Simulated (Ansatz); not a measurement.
**K2S (Fm-3m): a single-point run**

Wanted: a converged single-point run for K2S (Fm-3m), and a check of what comes out. The structure is shown as the input types it.

Method: Kohn-Sham DFT, with the functional, basis and potentials that each input names, in Ansatz 0.2.0.

### Step 1. The system as given

Symmetry: Fm-3m, No. 225, cubic system. Conventional cell: a = 7.391 Å, b = 7.391 Å, c = 7.391 Å, α = 90.00°, β = 90.00°, γ = 90.00°. K (site symmetry -43m) is surrounded by 4 S at 3.20 Å. S (site symmetry m-3m) has 8 K at 3.20 Å in its first shell of neighbours.

Structure file:

```cif
data_structure
_symmetry_space_group_name_H-M 'Fm-3m'
_symmetry_Int_Tables_number 225
_cell_length_a 7.3910
_cell_length_b 7.3910
_cell_length_c 7.3910
_cell_angle_alpha 90.000
_cell_angle_beta 90.000
_cell_angle_gamma 90.000
_cell_volume 403.75
loop_
_atom_site_label
_atom_site_type_symbol
_atom_site_symmetry_multiplicity
_atom_site_Wyckoff_symbol
_atom_site_fract_x
_atom_site_fract_y
_atom_site_fract_z
_atom_site_occupancy
K1 K 8 c 0.25000 0.75000 0.75000 1
S1 S 4 a 0.00000 0.00000 0.00000 1
```

### Step 2. Running it

input.yaml reads:

```yaml
crystal:
  lattice:
    - [0.0, 3.6954997636, 3.6954997636]
    - [3.6954997636, 0.0, 3.6954997636]
    - [3.6954997636, 3.6954997636, 0.0]
  atoms:
    - { symbol: K, position: [0.25, 0.25, 0.25] }
    - { symbol: K, position: [0.75, 0.75, 0.75] }
    - { symbol: S, position: [0.0, 0.0, 0.0] }
basis:
  ecutwfc: 420
  ecutrho_ratio: 4
kpoints:
  mp_grid: { grid: [6, 6, 6] }
hamiltonian:
  XC: pbe
scf:
  occupations: { method: gaussian, width: 0.05 }
  max_iter: 100
output:
  forces: true
  stress: true
```

Command:

```sh
> ansatz run input.yaml --threads 4 --pin off --max-ram 8192MiB --backend cpu --events-out ev --progress --plain --runs-dir out
```

The log of the run:

```text
Error: YAML parse error: error: line 16 column 3: unknown field `XC`, expected one of xc, dispersion, noncollinear_xc, pseudopotentials, hubbard, deformation_potential_offset, integrals
  --> <input>:16:3
   |
14 |   mp_grid: { grid: [6, 6, 6] }
15 | hamiltonian:
16 |   XC: pbe
   |   ^ unknown field `XC`, expected one of xc, dispersion, noncollinear_xc, pseudopotentials, hubbard, deformation_potential_offset, integrals
17 | scf:
18 |   occupations: { method: gaussian, width: 0.05 }
   |
```

Run time: 0.02 s. Hardware: 4 threads of Arm Neoverse V2, shared host; peak memory 0.022 GiB.

### Step 3. What went wrong

The program refused the input before any cycle. The line that matters: «line 16 column 3: unknown field `XC`, expected one of xc, dispersion, noncollinear_xc, pseudopotentials, hubbard, deformation_potential_offset, ...»

The suspect setting: hamiltonian.XC is pbe. One keyword is written wrongly, so the input can't be read.

Fix: correct the name of the key.

### Step 4. Second try

Besides the cure, the input differs in scf.max_iter, output requests.

Changes to input.yaml since step 2:

```diff
@@ -15,6 +15,5 @@
 hamiltonian:
-  XC: pbe
+  xc: pbe
 scf:
   occupations: { method: gaussian, width: 0.05 }
-  max_iter: 100
 output:
@@ -22 +21,2 @@
   stress: true
+  eigenvalues: true
```

Command:

```sh
> ansatz run input.yaml --threads 4 --pin off --max-ram 8192MiB --backend cpu --events-out ev --progress --plain --runs-dir out
```

The main lines of its log:

```text
[...]
Basis set: ecut = 420 eV, 1989 PW (Γ), exchange–correlation on 72×72×72 points (8 copies of the dense FFT grid, shifted against one another)
[...]
k-points: 16 of 216
[...]
SCF iter   1: F=—  HF=-3980.855555 eV  |F-HF|=—  |Δ(HF+E_count)|=         —  Δρ=5.98e-4  dr2=7.73e-4  ethr=1.77e-3  ⟨swp⟩=5.7  Hψ=1375  notcnv=0
preconditioner: auto → none  [insulator: Δε(μ)=2.413 eV  Ē_g=14.048 eV  σ=0.050 eV  W_gap=1.00  n_scr=14 (ndim 8)  ℏωp=16.5 eV  f_vac=0.137  D(μ)=0.00/eV (n_scr^D=0)  ε∞_Penn≈2.4]
SCF iter   2: F=—  HF=-3980.854446 eV  |F-HF|=—  |Δ(HF+E_count)|=   1.11e-3  Δρ=4.61e-4  dr2=3.61e-4  ethr=3.22e-6  ⟨swp⟩=2.0  Hψ=575  notcnv=0
[...]
SCF iter   5: F=—  HF=-3980.854361 eV  |F-HF|=—  |Δ(HF+E_count)|=   2.60e-6  Δρ=4.12e-5  dr2=2.04e-6  ethr=4.49e-8  ⟨swp⟩=2.0  Hψ=293  notcnv=0
SCF iter   6: F=-3980.854360 eV  HF=-3980.854360 eV  |F-HF|=2.26e-8  |Δ(HF+E_count)|=   5.57e-7  Δρ=5.70e-6  dr2=3.26e-8  ethr=4.17e-10  ⟨swp⟩=3.2  Hψ=1087  notcnv=0
[...]
SCF converged after 6 iterations
Free energy (F): -3980.854360 eV
[...]
E sigma→0 (E₀):  -3980.854360 eV
Fermi energy:    3.849334 eV
[...]
  P = ⅓ Tr σ = 0.5651 GPa (5.651 kbar)
[...]
```

Wall time 0.48 s (4 threads of Arm Neoverse V2, shared host); peak memory 0.34 GiB.

### Step 5. What came out

```
                           quantity                    value
                          first try                  refused
                              cause           a misspelt key
                         second try  converged, 6 SCF cycles
energy (zero set by the potentials)            -3980.8544 eV
                           pressure                 0.57 GPa
                    gap on the mesh                  2.40 eV
                      largest force               0.000 eV/Å
```

The mended input goes through in 6 SCF cycles.

These are semilocal Kohn-Sham gaps, which aren't the measured quantity. Such gaps usually fall short of the measured ones.
